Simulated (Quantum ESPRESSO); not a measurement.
**Ag under changes of volume**

One of the cells (17.048 Å³/atom); the others are scaled copies at fixed shape and fractional positions:

```xyz
1
Lattice="0.0000 2.0427 2.0427 2.0427 0.0000 2.0427 2.0427 2.0427 0.0000" Properties=species:S:1:pos:R:3 pbc="T T T"
Ag    0.0000    0.0000    0.0000
```

| Quantity | Value |
| --- | --- |
| Program | Quantum ESPRESSO 7.5 |
| Functional | r2SCAN |
| Potentials or basis | SG15 PBE 1.2 |
| Cutoff | 952 eV |
| Density cutoff | 3810 eV |
| k mesh | 8 × 8 × 8 |
| Occupations | fermi-dirac, width 0.05 eV |
| Spin | no spin polarisation |

| volume (Å³/atom) | energy over the lowest point (meV/atom) | pressure (GPa) |
| --- | --- | --- |
| 16.025 | 34.00 | 9.6 |
| 16.366 | 17.04 | 6.4 |
| 16.707 | 6.30 | 3.7 |
| 17.048 | ? | ? |
| 17.389 | 0.00 | -0.6 |
| 17.730 | 2.93 | -2.3 |
| 18.071 | 9.37 | -3.9 |

Problem. What does the run at 17.048 Å³/atom give?

Solution. Energy over the lowest point 0.91 meV/atom; pressure 1.4 GPa.

Worked out: A Birch-Murnaghan fit of order 3 (a polynomial in V^(-2/3)) to the other rows has its minimum at 17.29 Å³/atom with B0 = V·E''(V) = 97 GPa and B' = 6.8. It gives 0.85 meV/atom at 17.048 Å³/atom, against the run's 0.91, and -dE/dV = 1.4 GPa, against 1.4.

Energies are extrapolated to zero smearing.

Caveats: the potentials were made for another functional, which shifts forces and pressure.
